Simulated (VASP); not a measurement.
# BAs (Pm-3m) in VASP: settings compared

The runs below take BAs through electron localisation function, relaxation of cell and atoms, with PBEsol, LDA, PBE, RPBE.

All numbers are computed with VASP 6.6.1; they aren't measurements. Logs are shortened: lines on timing, memory, paths and dates and some standing lists are left out, and cuts for length are marked.

## 1. The structure

The structure is cubic, space group Pm-3m (No. 221). The conventional cell has a = 2.934 Å, b = 2.934 Å, c = 2.934 Å, α = 90.00°, β = 90.00°, γ = 90.00°. B (site symmetry m-3m) has 8 As at 2.54 Å as nearest neighbours. As (site symmetry m-3m) is surrounded by 8 B at 2.54 Å.

The cell was built by a generator and needn't be a form met in nature.

## 2. Electron localisation function, PBEsol

The input, INCAR:

```
SYSTEM = BAs
  PREC = Accurate
  ENCUT = 520
  EDIFF = 1E-7
  ISMEAR = 0
  SIGMA = 0.02
  LREAL = .FALSE.
  LASPH = .TRUE.
  NELM = 60
  ALGO = Fast
  ISIF = 2
  LWAVE = .FALSE.
  LCHARG = .TRUE.
  GGA = PS
  LELF = .TRUE.
```

The input, KPOINTS:

```
regular mesh
0
G
  9 9 9
  0 0 0
```

The input, POSCAR:

```
BAs
1.0
    2.9343700000      0.0000000000      0.0000000000
    0.0000000000      2.9343700000      0.0000000000
    0.0000000000      0.0000000000      2.9343700000
B As
1 1
Direct
    0.5000000000      0.5000000000      0.5000000000
    0.0000000000      0.0000000000      0.0000000000
```

Potentials or basis: VASP PAW PBE potentials, release 64 (B, As).

Started as:

```console
$ cat potpaw_PBE.64/B/POTCAR potpaw_PBE.64/As/POTCAR > POTCAR
$ mpirun -np 1 vasp_std > vasp.out
```

OUTCAR:

```text
SYSTEM = BAs
   PREC = Accurate
   ENCUT = 520
   EDIFF = 1E-7
   ISMEAR = 0
   LREAL = .FALSE.
   LASPH = .TRUE.
   NELM = 60
   ISIF = 2
   GGA = PS

 ion  position               nearest neighbor table
   1  0.500  0.500  0.500-   2 2.54   2 2.54   2 2.54   2 2.54   2 2.54   2 2.54   2 2.54   2 2.54

   2  0.000  0.000  0.000-   1 2.54   1 2.54   1 2.54   1 2.54   1 2.54   1 2.54   1 2.54   1 2.54

  LATTYP: Found a simple cubic cell.
 ALAT       =     2.9343700000

  Lattice vectors:

 A1 = (   2.9343700000,   0.0000000000,   0.0000000000)
 A2 = (   0.0000000000,   2.9343700000,   0.0000000000)
 A3 = (   0.0000000000,   0.0000000000,   2.9343700000)

Analysis of symmetry for initial positions (statically):
=====================================================================
 Subroutine PRICEL returns:
 Original cell was already a primitive cell.

 Routine SETGRP: Setting up the symmetry group for a
 simple cubic supercell.

 Subroutine GETGRP returns: Found 48 space group operations
 (whereof 48 operations were pure point group operations)
 out of a pool of 48 trial point group operations.

The static configuration has the point symmetry O_h .

Analysis of symmetry for dynamics (positions and initial velocities):
=====================================================================
 Subroutine PRICEL returns:
 Original cell was already a primitive cell.

 Routine SETGRP: Setting up the symmetry group for a
 simple cubic supercell.

 Subroutine GETGRP returns: Found 48 space group operations
 (whereof 48 operations were pure point group operations)
 out of a pool of 48 trial point group operations.

The dynamic configuration has the point symmetry O_h .

 Subroutine INISYM returns: Found 48 space group operations
 (whereof 48 operations are pure point group operations),
 and found     1 'primitive' translations

----------------------------------------------------------------------------------------

                                     Primitive cell

  volume of cell :      25.2665

  direct lattice vectors                    reciprocal lattice vectors
     2.934370000  0.000000000  0.000000000     0.340788653  0.000000000  0.000000000
     0.000000000  2.934370000  0.000000000     0.000000000  0.340788653  0.000000000
     0.000000000  0.000000000  2.934370000     0.000000000  0.000000000  0.340788653

  length of vectors
     2.934370000  2.934370000  2.934370000     0.340788653  0.340788653  0.340788653

  position of ions in fractional coordinates (direct lattice)
     0.500000000  0.500000000  0.500000000
     0.000000000  0.000000000  0.000000000

  ion indices of the primitive-cell ions
   primitive index   ion index
                 1           1
                 2           2

----------------------------------------------------------------------------------------

 KPOINTS: regular mesh

Automatic generation of k-mesh.
 Grid dimensions read from file:
 generate k-points for:    9    9    9

 Generating k-lattice:

  Cartesian coordinates                     Fractional coordinates (reciprocal lattice)
     0.037865406  0.000000000  0.000000000     0.111111111  0.000000000  0.000000000
     0.000000000  0.037865406  0.000000000     0.000000000  0.111111111  0.000000000
     0.000000000  0.000000000  0.037865406     0.000000000  0.000000000  0.111111111

  Length of vectors
     0.037865406  0.037865406  0.037865406

  Shift w.r.t. Gamma in fractional coordinates (k-lattice)
     0.000000000  0.000000000  0.000000000

 Subroutine IBZKPT returns following result:
 ===========================================

 Found     35 irreducible k-points:

 Following reciprocal coordinates:
            Coordinates               Weight
  0.000000  0.000000  0.000000      1.000000
  0.111111  0.000000  0.000000      6.000000
  0.222222  0.000000  0.000000      6.000000
  0.333333  0.000000  0.000000      6.000000
  0.444444  0.000000  0.000000      6.000000
  0.111111  0.111111  0.000000     12.000000
[... 16 lines left out ...]
  0.333333  0.333333  0.111111     24.000000
  0.444444  0.333333  0.111111     48.000000
 [... further k-points ...]
   k-points           NKPTS =     35   k-points in BZ     NKDIM =     35   number of bands    NBANDS=      8
   number of dos      NEDOS =    301   number of ions     NIONS =      2
   total plane-waves  NPLWV =  13824
   dimension x,y,z NGX =    24 NGY =   24 NGZ =   24
   dimension x,y,z NGXF=    48 NGYF=   48 NGZF=   48
   ions per type =               1   1
   NGX,Y,Z   is equivalent  to a cutoff of  13.60, 13.60, 13.60 a.u.
   NGXF,Y,Z  is equivalent  to a cutoff of  27.19, 27.19, 27.19 a.u.
 SYSTEM =  BAs
   PREC   = accura    normal or accurate (medium, high low for compatibility)
   ISTART =      0    job   : 0-new  1-cont  2-samecut
   ICHARG =      2    charge: 1-file 2-atom 10-const
   ISPIN  =      1    spin polarized calculation?
   LNONCOLLINEAR =      F non collinear calculations
   LSORBIT =      F    spin-orbit coupling
   LASPH  =      T    aspherical Exc in radial PAW
   ENCUT  =  520.0 eV  38.22 Ry    6.18 a.u.   5.46  5.46  5.46*2*pi/ulx,y,z
   NELM   =     60;   NELMIN=  2; NELMDL= -5     # of ELM steps
   EDIFF  = 0.1E-06   stopping-criterion for ELM
   LREAL  =      F    real-space projection
   EDIFFG = 0.1E-05   stopping-criterion for IOM
   NSW    =      0    number of steps for IOM
   IBRION =     -1    ionic relax: 0-MD 1-quasi-New 2-CG
   NFREE  =      0    steps in history (QN), initial steepest desc. (CG)
   ISIF   =      2    stress and relaxation
   ISYM   =      2    0-nonsym 1-usesym 2-fastsym
   POTIM  = 0.5000    time-step for ionic-motion
   TEBEG  =    0.0;   TEEND  =   0.0 temperature during run
   PSTRESS=    0.0 pullay stress
   NELECT =       8.0000    total number of electrons
   NUPDOWN=      -1.0000    fix difference up-down
   EMIN   =  10.00;   EMAX   =-10.00  energy-range for DOS
   EFERMI =   0.00;   METHOD = LEGACY
   ISMEAR =     0;   SIGMA  =   0.02  broadening in eV -4-tet -1-fermi 0-gaus
   EFERMI_NEDOS =   21; number of points for ismear=-14 and -15
   IALGO  =     68    algorithm
   IMIX   =      4    mixing-type and parameters
     AMIX     =   0.40;   BMIX     =  1.00
     AMIX_MAG =   1.60;   BMIX_MAG =  1.00
  volume/ion in A,a.u.               =      12.63        85.25
  Fermi-wavevector in a.u.,A,eV,Ry     =   1.115809  2.108574 16.939665  1.245030
  Thomas-Fermi vector in A             =   2.252417
   LORBIT       =      0    0 simple, 1 ext, 2 COOP (PROOUT), +10 PAW based schemes
   GGA     = PS    functional components
   LHFCALC =     F    Hartree Fock is set to
   AEXX    =    0.0000 exact exchange contribution
   IVDW    =     0    specifies the selected vdW correction
   LEPSILON=     F    determine dielectric tensor
   LRPA    =     F    only Hartree local field effects (RPA)
 non-spin polarized calculation
 RMM-DIIS sequential band-by-band and
 Gauss-broadening in eV      SIGMA  =   0.02
  energy-cutoff  :      520.00
  volume of cell :       25.27
 maximum number of plane-waves:       697
 NGX is ok and might be reduce to    24
   NGX = 11   NGY = 11   NGZ = 11

 number of electron       8.0000000 magnetization

 Free energy of the ion-electron system (eV)
  ---------------------------------------------------
  ext. energy  EPLUGINS =         0.00000000
  ---------------------------------------------------
  free energy    TOTEN  =        -9.25045836 eV

  energy without entropy =       -9.25004543  energy(sigma->0) =       -9.25025189

 E-fermi :   6.9372     XC(G=0): -11.5017

 val. band max:        6.9315877206   @ k =   0.4444   0.4444   0.3333
 cond. band min:       7.0053622056   @ k =   0.4444   0.1111   0.1111
 fundamental gap:      0.0737744850
 Fermi energy:         6.9372096971

 k-point     1 :       0.0000    0.0000    0.0000
  band No.  band energies     occupation
      1      -8.6798      2.00000
      2       6.2447      2.00000
      3       6.2447      2.00000
      4       6.2447      2.00000
      5       6.9003      1.99091
      6      12.6846      0.00000
      7      12.6846      0.00000
      8      16.4317      0.00000

 k-point     2 :       0.1111    0.0000    0.0000
  band No.  band energies     occupation
      1      -8.4853      2.00000
      2       4.1929      2.00000
      3       6.4456      2.00000
      4       6.4456      2.00000
      5       7.9196      0.00000
      6      12.8843      0.00000
      7      14.0656      0.00000
      8      15.9197      0.00000

 k-point     3 :       0.2222    0.0000    0.0000
  band No.  band energies     occupation
      1      -7.9101      2.00000
      2       1.5683      2.00000
      3       7.0433      0.00000
      4       7.0433      0.00000
      5       8.6457      0.00000
      6      13.4795      0.00000
      7      14.5137      0.00000
      8      14.5615      0.00000

 k-point     4 :       0.3333    0.0000    0.0000
  band No.  band energies     occupation
      1      -6.9967      2.00000
      2      -0.8301      2.00000
      3       8.0208      0.00000
      4       8.0208      0.00000
      5       9.4109      0.00000
      6      12.7898      0.00000
      7      12.7898      0.00000
      8      13.2045      0.00000

 k-point     5 :       0.4444    0.0000    0.0000
  band No.  band energies     occupation
      1      -5.9741      2.00000
      2      -2.6184      2.00000
      3       9.3394      0.00000
      4       9.3394      0.00000
      5      10.2759      0.00000
      6      10.9947      0.00000
      7      10.9947      0.00000
      8      11.9663      0.00000

 k-point     6 :       0.1111    0.1111    0.0000
  band No.  band energies     occupation
      1      -8.2906      2.00000
      2       4.0532      2.00000
      3       4.8631      2.00000
      4       6.6447      2.00000
      5       8.9030      0.00000
      6      13.6889      0.00000
      7      14.6261      0.00000
      8      14.8661      0.00000

 k-point     7 :       0.2222    0.1111    0.0000
  band No.  band energies     occupation
      1      -7.7149      2.00000
      2       1.7475      2.00000
      3       5.1004      2.00000
      4       7.2363      0.00000
      5       9.7255      0.00000
      6      12.7874      0.00000
      7      14.4305      0.00000
      8      14.6806      0.00000
[... 133 lines left out ...]
 k-point    20 :       0.2222    0.2222    0.1111
  band No.  band energies     occupation
      1      -6.9421      2.00000
      2       2.1494      2.00000
      3       2.9754      2.00000
      4       5.9735      2.00000
      5      10.4870      0.00000
      6      12.2204      0.00000
      7      13.2518      0.00000
      8      14.3308      0.00000

 k-point    21 :       0.3333    0.2222    0.1111
  band No.  band energies     occupation
      1      -6.0247      2.00000
      2       0.1144      2.00000
      3       3.5343      2.00000
      4       6.9064      1.97068
      5       8.5421      0.00000
      6      11.5288      0.00000
      7      13.1119      0.00000
      8      14.2643      0.00000

 k-point    22 :       0.4444    0.2222    0.1111
  band No.  band energies     occupation
      1      -4.9950      2.00000
      2      -1.6639      2.00000
      3       4.7036      2.00000
      4       6.7421      2.00000
      5       8.2092      0.00000
      6       9.8243      0.00000
      7      13.6398      0.00000
      8      14.2626      0.00000

 k-point    23 :       0.3333    0.3333    0.1111
  band No.  band energies     occupation
      1      -5.1036      2.00000
      2       0.7782      2.00000
      3       1.4001      2.00000
      4       6.3587      2.00000
      5       7.8147      0.00000
      6      11.4670      0.00000
      7      13.4133      0.00000
      8      13.6941      0.00000

 k-point    24 :       0.4444    0.3333    0.1111
  band No.  band energies     occupation
      1      -4.0702      2.00000
      2      -0.7373      2.00000
      3       2.2829      2.00000
      4       4.5374      2.00000
      5       9.0139      0.00000
      6      10.4070      0.00000
      7      13.4261      0.00000
      8      13.8762      0.00000

 [... further k-points ...]
[... 5 lines left out ...]
  --------------------------------------------------------------------------------------
  -------------------------------------------------------------------------------------
  Total       -0.5671739     -0.5671739     -0.5671739      0.0000000      0.0000000      0.0000000
  in kB      -35.9651747    -35.9651747    -35.9651747      0.0000000      0.0000000      0.0000000
  external PRESSURE =     -35.9651747 kB  Pullay stress =       0.0000000 kB

 VOLUME and BASIS-vectors are now :
 -----------------------------------------------------------------------------
  energy-cutoff  :      520.00
  volume of cell :       25.27
      direct lattice vectors                 reciprocal lattice vectors
     2.934370000  0.000000000  0.000000000     0.340788653  0.000000000  0.000000000
     0.000000000  2.934370000  0.000000000     0.000000000  0.340788653  0.000000000
     0.000000000  0.000000000  2.934370000     0.000000000  0.000000000  0.340788653

 POSITION                                       TOTAL-FORCE (eV/Angst)
 -----------------------------------------------------------------------------------
      1.46718      1.46718      1.46718         0.000000      0.000000      0.000000
      0.00000      0.00000      0.00000         0.000000      0.000000      0.000000
 -----------------------------------------------------------------------------------
    total drift:                                0.000000      0.000000     -0.000000

  FREE ENERGIE OF THE ION-ELECTRON SYSTEM (eV)
  ---------------------------------------------------
  free  energy   TOTEN  =        -9.2504583627 eV

  energy  without entropy=       -9.2500454252  energy(sigma->0) =       -9.25025189
```

It took 12 s on 1 thread of AMD EPYC 7R43 (Zen 3), shared host; peak memory 0.1 GiB.

What came out:

* Free energy: -9.2505 eV
* Pressure: -3.6 GPa
* Band gap on the k mesh: none (metal or under the smearing width)

Levels at points of the mesh, in eV from the Fermi level:
```csv
k point,band 2,band 3,band 4,band 5,band 6,band 7
"(0.00, 0.00, 0.00)",-0.69,-0.69,-0.69,-0.04,5.75,5.75
```

Caveat: the PAW data sets were made with another functional, which shifts forces and pressure a little.

## 3. Relaxation of cell and atoms, LDA

The input, INCAR:

```
SYSTEM = BAs
  PREC = Accurate
  ENCUT = 600
  EDIFF = 1E-6
  ISMEAR = -1
  SIGMA = 0.05
  LREAL = .False.
  LASPH = .True.
  NELM = 100
  ALGO = Fast
  ISIF = 3
  LWAVE = .False.
  LCHARG = .False.
  GGA = CA
  IBRION = 2
  NSW = 60
  EDIFFG = -0.01
```

The input, KPOINTS:

```
regular mesh
0
Gamma
  9 9 9
  0 0 0
```

POSCAR is that of step 2.

Potentials or basis: VASP PAW LDA potentials, release 64 (B, As).

Started as:

```console
$ cat potpaw_LDA.64/B/POTCAR potpaw_LDA.64/As/POTCAR > POTCAR
$ mpirun -np 1 vasp_std > vasp.out
```

It used 5.8 s of CPU time on 1 thread of Intel(R) Xeon(R) Platinum 8488C (Sapphire Rapids), on a shared host, which was overloaded at the time.

It converged, with:

- Free energy: -9.8333 eV
- Relaxed volume: 12.03 Å³/atom
- Relaxed cell: a = 2.887 Å, b = 2.887 Å, c = 2.887 Å, α = 90.00°, β = 90.00°, γ = 90.00°
- Space group after relaxing (to 0.05 Å): Pm-3m (No. 221)
- Energy gained by relaxing: 10.3 meV/atom
- Ionic steps: 3
- Pressure after relaxing: 0.0 GPa
- Band gap on the k mesh: none (metal or under the smearing width)

Step by step:
| step | energy change (eV) | largest force (eV/Å) | pressure (GPa) | volume (Å³) |
| --- | --- | --- | --- | --- |
| 1 | 0.0000 | 0.0000 | -5.15 | 25.27 |
| 2 | -0.0196 | 0.0000 | 1.26 | 23.81 |
| 3 | -0.0206 | 0.0000 | 0.02 | 24.05 |

Final structure:
```xyz
2
Lattice="2.8866 0.0000 0.0000 0.0000 2.8866 0.0000 0.0000 0.0000 2.8866" Properties=species:S:1:pos:R:3 pbc="T T T"
B     1.4433    1.4433    1.4433
As    0.0000    0.0000    0.0000
```

Levels at points of the mesh, in eV from the Fermi level:
```csv
k point,band 1,band 2,band 3,band 4,band 5,band 6,band 7,band 8
"(0.00, 0.00, 0.00)",-16.11,-0.82,-0.82,-0.82,0.34,5.78,5.78,9.77
```

## 4. Relaxation of cell and atoms, PBE

INCAR: that of step 3 with these lines changed.

```diff
@@ -13,3 +13,3 @@
   LCHARG = .False.
-  GGA = CA
+  GGA = PE
   IBRION = 2
```

KPOINTS is that of step 3.

POSCAR is that of step 3.

Potentials or basis: VASP PAW PBE potentials, release 64 (B, As).

Started as:

```console
$ cat potpaw_PBE.64/B/POTCAR potpaw_PBE.64/As/POTCAR > POTCAR
$ mpirun -np 1 vasp_std > vasp.out
```

OUTCAR:

```text
SYSTEM = BAs
   PREC = Accurate
   ENCUT = 600
   EDIFF = 1E-6
   ISMEAR = -1
   LREAL = .False.
   LASPH = .True.
   NELM = 100
   ISIF = 3
   GGA = PE
   IBRION = 2
   NSW = 60
   EDIFFG = -0.01

 ion  position               nearest neighbor table
   1  0.500  0.500  0.500-   2 2.54   2 2.54   2 2.54   2 2.54   2 2.54   2 2.54   2 2.54   2 2.54

   2  0.000  0.000  0.000-   1 2.54   1 2.54   1 2.54   1 2.54   1 2.54   1 2.54   1 2.54   1 2.54

  LATTYP: Found a simple cubic cell.
 ALAT       =     2.9343700000
[... 496 lines left out ...]
      4       4.5503      2.00000
      5       9.0232      0.00000
      6      10.3997      0.00000
      7      13.4044      0.00000
      8      13.8523      0.00000

 [... further k-points ...]
[... 5 lines left out ...]
  --------------------------------------------------------------------------------------
  -------------------------------------------------------------------------------------
  Total       -0.0127598     -0.0127598     -0.0127598      0.0000000      0.0000000     -0.0000000
  in kB       -0.8045411     -0.8045411     -0.8045411      0.0000000      0.0000000     -0.0000000
  external PRESSURE =      -0.8045411 kB  Pullay stress =       0.0000000 kB

 VOLUME and BASIS-vectors are now :
 -----------------------------------------------------------------------------
  energy-cutoff  :      600.00
  volume of cell :       25.41
      direct lattice vectors                 reciprocal lattice vectors
     2.939921896  0.000000000  0.000000000     0.340145091 -0.000000000 -0.000000000
     0.000000000  2.939921896  0.000000000    -0.000000000  0.340145091  0.000000000
     0.000000000 -0.000000000  2.939921896    -0.000000000 -0.000000000  0.340145091

 POSITION                                       TOTAL-FORCE (eV/Angst)
 -----------------------------------------------------------------------------------
      1.46996      1.46996      1.46996         0.000000     -0.000000      0.000000
      0.00000      0.00000      0.00000        -0.000000      0.000000      0.000000
 -----------------------------------------------------------------------------------
    total drift:                                0.000000      0.000000     -0.000000

  FREE ENERGIE OF THE ION-ELECTRON SYSTEM (eV)
  ---------------------------------------------------
  free  energy   TOTEN  =        -8.3485489230 eV

  energy  without entropy=       -8.3383877511  energy(sigma->0) =       -8.34346834

 reached required accuracy - stopping structural energy minimisation
```

It used 5.6 s of CPU time on 1 thread of Intel(R) Xeon(R) Platinum 8488C (Sapphire Rapids), on a shared host, which was overloaded at the time.

Results:

* Free energy: -8.3485 eV
* Relaxed volume: 12.71 Å³/atom
* Relaxed cell: a = 2.940 Å, b = 2.940 Å, c = 2.940 Å, α = 90.00°, β = 90.00°, γ = 90.00°
* Space group after relaxing (to 0.05 Å): Pm-3m (No. 221)
* Energy gained by relaxing: 0.1 meV/atom
* Ionic steps: 2
* Pressure after relaxing: -0.1 GPa
* Band gap on the k mesh: none (metal or under the smearing width)

The path:
| step | energy change (eV) | largest force (eV/Å) | pressure (GPa) | volume (Å³) |
| --- | --- | --- | --- | --- |
| 1 | 0.0000 | 0.0000 | 0.50 | 25.27 |
| 2 | -0.0002 | 0.0000 | -0.08 | 25.41 |

Final structure:
```cif
data_structure
_symmetry_space_group_name_H-M 'P 1'
_symmetry_Int_Tables_number 1
_cell_length_a 2.9399
_cell_length_b 2.9399
_cell_length_c 2.9399
_cell_angle_alpha 90.000
_cell_angle_beta 90.000
_cell_angle_gamma 90.000
_cell_volume 25.41
loop_
_atom_site_label
_atom_site_type_symbol
_atom_site_fract_x
_atom_site_fract_y
_atom_site_fract_z
_atom_site_occupancy
B1 B 0.50000 0.50000 0.50000 1
As1 As 0.00000 0.00000 0.00000 1
```

(Part 1 of 2 ends here.)
